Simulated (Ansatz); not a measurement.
# Lu (diamond type): a single-point run

Aim: a sound single-point run of Lu (diamond type). The structure is shown as the input types it.

Computed with Ansatz 0.2.0 (DFT, PBE, norm-conserving pseudopotentials, Ansatz's default files, scalar-relativistic, unless a step's input says otherwise).

1 further run of the same task is left out (it didn't finish). Runs told in other sessions of the task aren't counted.

## Step 1: The structure to begin with

It takes space group Fd-3m (No. 227, cubic). The conventional cell has a = 6.632 Å, b = 6.632 Å, c = 6.632 Å, α = 90.00°, β = 90.00°, γ = 90.00°. Lu (site symmetry -43m) is surrounded by 4 Lu at 2.87 Å.

As a file:

```cif
data_structure
_symmetry_space_group_name_H-M 'P 1'
_symmetry_Int_Tables_number 1
_cell_length_a 4.6896
_cell_length_b 4.6896
_cell_length_c 4.6896
_cell_angle_alpha 60.000
_cell_angle_beta 60.000
_cell_angle_gamma 60.000
_cell_volume 72.93
loop_
_atom_site_label
_atom_site_type_symbol
_atom_site_fract_x
_atom_site_fract_y
_atom_site_fract_z
_atom_site_occupancy
Lu1 Lu 0.87500 0.87500 0.87500 1
Lu2 Lu 0.12500 0.12500 0.12500 1
```

## Step 2: The run

The input, input.yaml:

```yaml
crystal:
  lattice:
    - [0.0, 3.3160452135, 3.3160452135]
    - [3.3160452135, 0.0, 3.3160452135]
    - [3.3160452135, 3.3160452135, 0.0]
  atoms:
    - { symbol: Lu, position: [-0.125, -0.125, -0.125] }
    - { symbol: Lu, position: [0.125, 0.125, 0.125] }
kpoints:
  mp_grid: { grid: [8, 8, 8] }
scf:
  occupations: { method: fixed }
  max_iter: 50
hamiltonian:
  xc: pbe
  pseudopotentials: { kind: nc }
output:
  forces: true
  stress: true
  eigenvalues: true
  populations: true
```

On the command line:

```
> ansatz run input.yaml --threads 1 --pin off --max-ram 2048MiB --backend cpu --events-out ev --progress --plain --runs-dir out
```

**Question.** How will this run end, and is anything wrong with its input?

The program finished normally, with warnings (band overlap at count, metallic iterate, unresolved pair at count). Its log warns: «a fill by count may have filled part of one level: at k-index 3 the highest filled band, 10.856135 eV, and the lowest empty band, 10.856135 eV, stand 0.000e0 eV apart ...»

In the input, scf.occupations.method is fixed; scf.occupations.width is missing. The risk: fixed occupations where they can't hold. The run converged, but that does not make its result sound.

To check: set scf.occupations.method to fermi_dirac and scf.occupations.width to 0.05.
